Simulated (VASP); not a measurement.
CdF2:

```
Cd F
1.0
     0.00000    2.69697    2.69697
     2.69697    0.00000    2.69697
     2.69697    2.69697    0.00000
Cd F
1 2
Cartesian
  0.0000 0.0000 0.0000
  1.3485 1.3485 1.3485
  4.0455 4.0455 4.0455
```

Base run:

| Item | Value |
| --- | --- |
| Program | VASP 6.6.1 |
| Functional | PBE-EpsX |
| Potentials or basis | VASP PAW PBE potentials, release 64 (Cd, F) |
| Cutoff | 520 eV |
| k mesh | 6 × 6 × 6 |
| Occupations | gaussian, width 0.03 eV |
| Spin | no spin polarisation |

Its results: band gap on the k mesh 7.19 eV, indirect (least direct gap 7.78 eV); pressure 0.6 GPa.

Q: After a change of settings the same cell gave: band gap on the k mesh 5.19 eV, indirect (least direct gap 5.76 eV); pressure 2.3 GPa. Which change was it?
A. functional from PBE-EpsX to PBE; further incar settings from ALGO = Normal; EDIFF = 1e-06; NBANDS = 20 to ALGO = Fast; EDIFF = 1e-06; NBANDS = 20
B. functional from PBE-EpsX to PBE0
C. functional from PBE-EpsX to HSE06

A: C.

Caveats: the PAW data sets were made with another functional, which shifts forces and pressure a little.
